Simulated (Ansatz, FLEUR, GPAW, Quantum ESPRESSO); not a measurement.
**Co: programs and potentials compared**

```xyz
2
Lattice="2.4720 0.0000 0.0000 -1.2360 2.1408 0.0000 0.0000 0.0000 4.0211" Properties=species:S:1:pos:R:3 pbc="T T T"
Co    1.2360    0.7136    3.0159
Co    0.0000    1.4272    1.0053
```

Alike in all runs: task band structure; functional PBE; k mesh 12 × 12 × 7; occupations fermi-dirac, width 0.05 eV; collinear spin, ferromagnetic start; no spin-orbit coupling. Pressure is positive in compression and, in plane waves, holds the error of the finite cutoff, which Ansatz's Pulay term estimates and takes out.

| program and potentials | plane-wave cutoff (eV) | notes | pressure (GPa) | net moment per atom (μB) |
| --- | --- | --- | --- | --- |
| Ansatz, Ansatz PAW | 420 | 17 valence electrons an atom on average; Pulay term of +0.18 GPa included | 4.75 | 1.60 |
| Quantum ESPRESSO, SSSP 1.3 efficiency PBE | 748 | 17 valence electrons an atom on average | 4.95 | 1.65 |
| Quantum ESPRESSO, PseudoDojo 0.4.1 SR PBE standard | 1306 | 17 valence electrons an atom on average | 5.25 | 1.63 |
| Ansatz, PseudoDojo standard (PBE files) | 1306 | 17 valence electrons an atom on average; Pulay term of +0.08 GPa included | 5.20 | 1.63 |
| Ansatz, Ansatz PAW (files of its older set among them) | 1000 | 17 valence electrons an atom on average | 4.65 | 1.61 |
| FLEUR, all-electron, FLAPW | - | - | - | 1.61 |
| GPAW, GPAW PAW data sets (gpaw-data 1.2.1) | 600 | 9 valence electrons an atom on average | 4.81 | 1.60 |

The pressure spans 4.65 (Ansatz, Ansatz PAW (files of its older set among them)) to 5.25 GPa (Quantum ESPRESSO, PseudoDojo 0.4.1 SR PBE standard). The net moment per atom spans 1.60 (GPAW, GPAW PAW data sets (gpaw-data 1.2.1)) to 1.65 μB (Quantum ESPRESSO, SSSP 1.3 efficiency PBE), with all-electron results at 1.61. The state is the one that the start led to, which needn't be the lowest.

Differences between rows come from potentials, basis sets and numerical settings, since the functional is the same but for its coding. Runs on potential files found faulty are left out.
